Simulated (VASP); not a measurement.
# Ta: single point with BLYP

Ta:

```
Ta
1.0
     5.04942    0.00000    0.00000
    -2.52471    4.37293    0.00000
     0.00000    0.00000    2.82568
Ta
3
Direct
  0.00000 0.00000 0.00000
  0.33333 0.66667 0.50000
  0.66667 0.33333 0.50000
```

This isn't the form of Ta at room conditions, which is bcc.

```
Program             : VASP 6.6.1
Task                : single point
Functional          : BLYP
Potentials or basis : VASP PAW PBE potentials, release 64 (Ta_pv)
Cutoff              : 520 eV
k mesh              : 8 × 8 × 13
Occupations         : fermi-dirac, width 0.1 eV
Spin                : no spin polarisation
```

```yaml
Pressure: -10.8 GPa
Band_gap_on_the_k_mesh: none (metal or under the smearing width)
```

Stress tensor (GPa, compression positive):
```
-10.24   0.00   0.00
  0.00 -10.24   0.00
  0.00   0.00 -11.94
```

Levels at points of the mesh, in eV from the Fermi level:
```
           k point  band 14  band 15  band 16  band 17  band 18  band 19  band 20  band 21
(0.00, 0.00, 0.00)    -1.28    -1.26    -1.26    -0.69     0.84     0.84     2.88     2.88
(0.50, 0.00, 0.00)    -1.54    -1.29    -0.78    -0.65     0.66     1.91     2.99     3.07
```

Run time: 42 s on 1 thread of Intel(R) Xeon(R) 6975P-C (Granite Rapids), with other jobs on the host, peak memory 0.22 GiB.

Caveat: the PAW data sets were made with another functional, which shifts forces and pressure a little. Spin-orbit coupling is left out, which matters for the levels of Ta.
